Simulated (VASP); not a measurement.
A run of VASP 6.6.1 is set up as follows.

The input INCAR:

```
SYSTEM = H2C19
ALGO = Fast
EDIFF = 1E-6
ENCUT = 520
GGA = PE
ISIF = 2
ISMEAR = 0
IVDW = 12
LASPH = .TRUE.
LCHARG = .FALSE.
LREAL = Auto
LWAVE = .FALSE.
NBANDS = 55
NELM = 100
PREC = Accurate
SIGMA = 0.02
```

Contents of KPOINTS:

```
k-points
0
G
  2 2 1
  0 0 0
```

The input POSCAR:

```
H2C19
1.0
    7.3980000000      0.0000000000      0.0000000000
   -3.6990000000      6.4068560000      0.0000000000
    0.0000000000      0.0000000000     12.0000000000
C H
19 2
Direct
    0.0005632689      0.0021293718      0.0790159938
    0.2237185665      0.1146380270      0.0741134769
   -0.0004332273      0.3387873409      0.0741183024
    0.2227092682      0.4512875441      0.0790127342
    0.0017589671      0.6718915151      0.0737609939
    0.2215258667      0.7815273228      0.0737623656
    0.3335841210      0.0047709996      0.0742038556
    0.5568250506      0.1168343662      0.0737519968
    0.3362158911      0.3377787077      0.0790178632
    0.5531582273      0.4436951245      0.0829593848
    0.3286262756      0.6682285900      0.0829411809
    0.5514677803      0.7868850398      0.1109634110
    0.6701317182      0.0097198584      0.0829260483
    0.8870664222      0.1156342991      0.0790118624
    0.6664517954      0.3365901691      0.0737713835
    0.8897012934      0.4486499552      0.0742101082
    0.6718197904      0.6665404762      0.1109821219
    0.8946539061      0.7851964950      0.0829449281
    0.6116272048      0.7267104346      0.2197833011
    0.7372572874      0.8523502401      0.2668846796
    0.4859674262      0.6010569227      0.2668634078
```

Potentials or basis: VASP PAW PBE potentials, release 64 (C, H).

The run is started by

```sh
$ cat potpaw_PBE.64/C/POTCAR potpaw_PBE.64/H/POTCAR > POTCAR
$ mpirun -np 1 vasp_std > vasp.out
```

Estimate the band gap on the k mesh.

0.24 eV, direct.

Estimate the largest force.

0.061 eV/Å.

Forces on the atoms (eV/Å):
```
C    0.000  0.008  0.003
C   -0.011  0.006 -0.002
C    0.008 -0.001  0.001
C    0.004 -0.009 -0.002
C   -0.001 -0.007 -0.001
C   -0.001  0.008 -0.005
C    0.005 -0.004 -0.003
C   -0.009 -0.009 -0.004
C   -0.013 -0.003  0.003
C    0.003  0.008 -0.001
C    0.010  0.002 -0.005
C   -0.030  0.021 -0.027
C   -0.006 -0.006 -0.004
C    0.010  0.001 -0.004
C    0.007  0.005 -0.003
C   -0.004  0.000 -0.002
C    0.024 -0.018 -0.028
C    0.002 -0.006 -0.001
C    0.002  0.003  0.061
H    0.006  0.012  0.013
H   -0.007 -0.011  0.013
```

Caveat: the k mesh is coarse (spacing up to 0.49 Å⁻¹), so the values aren't converged. A hybrid or GW would open this gap; PBE tends to underestimate it.
